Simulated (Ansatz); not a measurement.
A relaxation computed with Ansatz, from input to last step.

```yaml
crystal:
  lattice:
    - [3.9373865614, -2.0938594101, 0.0]
    - [3.9373865614, 2.0938594101, 0.0]
    - [0.0, 0.0, 8.3861467898]
  atoms:
    - { symbol: Cl, position: [0.1098431874, 0.8901568126, 0.107574311] }
    - { symbol: Cl, position: [0.6098431874, 0.3901568126, 0.392425689] }
    - { symbol: Cl, position: [0.8901568126, 0.1098431874, 0.892425689] }
    - { symbol: Cl, position: [0.3901568126, 0.6098431874, 0.607574311] }
basis:
  ecutwfc: 420
kpoints:
  mp_grid: { grid: [8, 8, 4] }
hamiltonian:
  xc: pbe
scf:
  occupations: { method: gaussian, width: 0.02 }
output:
  forces: true
  stress: true
  eigenvalues: true
relax:
  adjacent_minimum: "off"
  f_tol: 0.01
  max_steps: 60
  cell: { stress_tol: 0.1 }
```

```bash
ansatz run input.yaml --threads 1 --pin off --max-ram 2560MiB --backend cpu --events-out ev --progress --plain --runs-dir out
```

These are results of DFT PBE, scalar-relativistic, plane waves, PAW in Ansatz 0.2.0, not measurements.

Of 7 frames 6 are shown, positions in Å and forces in eV/Å; the SCF threshold varies from step to step. Steps run on the plane waves of an earlier cell, with a Pulay correction in the pressure. The basis is chosen afresh for the last frame, the zero of the energies, and at times for earlier ones too; energy and pressure can step there, also at an unchanged geometry. Where two frames share a geometry here, they differ by under 2 meV/atom and 0.3 GPa.

```xyz
4
Lattice="3.9374 -2.0939 0.0000 3.9374 2.0939 0.0000 0.0000 0.0000 8.3861" Properties=species:S:1:pos:R:3:forces:R:3 pbc="T T T" step=1 free_energy_over_end_meV_per_atom=0.49 pressure_GPa=0.14
Cl    3.9374    1.6339    0.9021    0.0000   -0.0284    0.0184
Cl    3.9374   -0.4600    3.2909    0.0000   -0.0284   -0.0184
Cl    3.9374   -1.6339    7.4840    0.0000    0.0284   -0.0184
Cl    3.9374    0.4600    5.0952    0.0000    0.0284    0.0184
4
Lattice="3.9421 -2.1004 0.0000 3.9421 2.1004 0.0000 0.0000 0.0000 8.4154" Properties=species:S:1:pos:R:3:forces:R:3 pbc="T T T" step=2 free_energy_over_end_meV_per_atom=0.28 pressure_GPa=0.03
Cl    3.9421    1.6338    0.8998    0.0000   -0.0007   -0.0088
Cl    3.9421   -0.4666    3.3080    0.0000   -0.0007    0.0088
Cl    3.9421   -1.6338    7.5157    0.0000    0.0007    0.0088
Cl    3.9421    0.4666    5.1075    0.0000    0.0007   -0.0088
4
Lattice="3.9489 -2.1097 0.0000 3.9489 2.1097 0.0000 0.0000 0.0000 8.4211" Properties=species:S:1:pos:R:3:forces:R:3 pbc="T T T" step=3 free_energy_over_end_meV_per_atom=0.19 pressure_GPa=-0.01
Cl    3.9489    1.6392    0.8977    0.0000    0.0057   -0.0116
Cl    3.9489   -0.4705    3.3129    0.0000    0.0057    0.0116
Cl    3.9489   -1.6392    7.5235    0.0000   -0.0057    0.0116
Cl    3.9489    0.4705    5.1082    0.0000   -0.0057   -0.0116
4
Lattice="3.9624 -2.1280 0.0000 3.9624 2.1280 0.0000 0.0000 0.0000 8.4115" Properties=species:S:1:pos:R:3:forces:R:3 pbc="T T T" step=4 free_energy_over_end_meV_per_atom=0.09 pressure_GPa=-0.03
Cl    3.9624    1.6519    0.8942    0.0000    0.0055   -0.0065
Cl    3.9624   -0.4762    3.3116    0.0000    0.0055    0.0065
Cl    3.9624   -1.6519    7.5173    0.0000   -0.0055    0.0065
Cl    3.9624    0.4762    5.0999    0.0000   -0.0055   -0.0065
4
Lattice="3.9724 -2.1404 0.0000 3.9724 2.1404 0.0000 0.0000 0.0000 8.3888" Properties=species:S:1:pos:R:3:forces:R:3 pbc="T T T" step=5 free_energy_over_end_meV_per_atom=0.04 pressure_GPa=-0.02
Cl    3.9724    1.6604    0.8918    0.0000    0.0008    0.0000
Cl    3.9724   -0.4800    3.3026    0.0000    0.0008    0.0000
Cl    3.9724   -1.6604    7.4970    0.0000   -0.0008    0.0000
Cl    3.9724    0.4800    5.0861    0.0000   -0.0008    0.0000
4
Lattice="3.9790 -2.1472 0.0000 3.9790 2.1472 0.0000 0.0000 0.0000 8.3606" Properties=species:S:1:pos:R:3:forces:R:3 pbc="T T T" step=7 free_energy_over_end_meV_per_atom=0.00 pressure_GPa=0.00
Cl    3.9790    1.6635    0.8897    0.0000   -0.0028    0.0040
Cl    3.9790   -0.4837    3.2906    0.0000   -0.0028   -0.0040
Cl    3.9790   -1.6635    7.4709    0.0000    0.0028   -0.0040
Cl    3.9790    0.4837    5.0699    0.0000    0.0028    0.0040
```

The run took 51 s on 1 thread of Arm Neoverse V2, on a shared host, peak memory 0.41 GiB.

The cell holds molecules, and where no dispersion correction was added their binding is poorly described.